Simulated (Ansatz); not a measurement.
**TaN under strain — 181Ta nuclear quadrupole resonance**

Cell: a structure deposited in the COD, relaxed with PBE at fixed cell and then changed (z stretched by 1 %, ions relaxed).

```
Ta N
1.0
     5.19600    0.00000    0.00000
    -2.59800    4.49987    0.00000
     0.00000    0.00000    2.94011
Ta N
3 3
Cartesian
  0.0000 2.9999 1.4701
  2.5980 1.5000 1.4701
  0.0000 0.0000 0.0000
  2.0430 0.0000 0.0000
  1.5765 2.7306 0.0000
  -1.0215 1.7693 0.0000
```

Atom numbers follow the list; atoms alike are taken as one site, whose name carries the number of the first.

Computed with Ansatz: DFT, PBE, plane waves and PAW, scalar-relativistic, collinear spin, 420 eV cutoff, Γ-centred 10×10×16 k-points, Fermi–Dirac smearing 0.05 eV. Start moments as typed (μB): 2 on each Ta, none on the rest.

181Ta: I = 7/2, Q = 3170 mb (year-2017 value). Static lattice, zero field.

Sites with a gradient: Ta1 (atoms 1, 2; 6 N at 2.17 Å); Ta3 (atom 3; 3 N at 2.04 Å; also 3 N at 3.15 Å).

(1) The simulated spectrum has lines at 81.8, 103.4, 163.6, 206.8, 245.4, 310.3 MHz. Sort them into the sets that belong together, and say which site each set most likely comes from.

## Answers

(1) For I = 7/2 and η = 0 the lines are |C_Q|/14 times 1, 2 and 3; η shifts the lowest up most. Ta1: 103.4, 206.8, 310.3 MHz (|C_Q| = 1448 MHz, η = 0.00). Ta3: 81.8, 163.6, 245.4 MHz (|C_Q| = 1145 MHz, η = 0.00).

The sites follow from the calculation. An axis of threefold or higher order runs through Ta3 and Ta1, so V_zz lies along it and η is zero.

The run finds no gap above 0.1 eV (a metal, or nearly one), so the gradients can move by 10 % or more with the k-mesh. Without spin–orbit coupling the gradients at and beside Ta can be off by some per cent, at some sites by more. With these PAW files V_zz is typically within 2 to 3 % of all-electron values, but misses above 10 % occur on Ta. The start moments die out, and the run ends without spin.
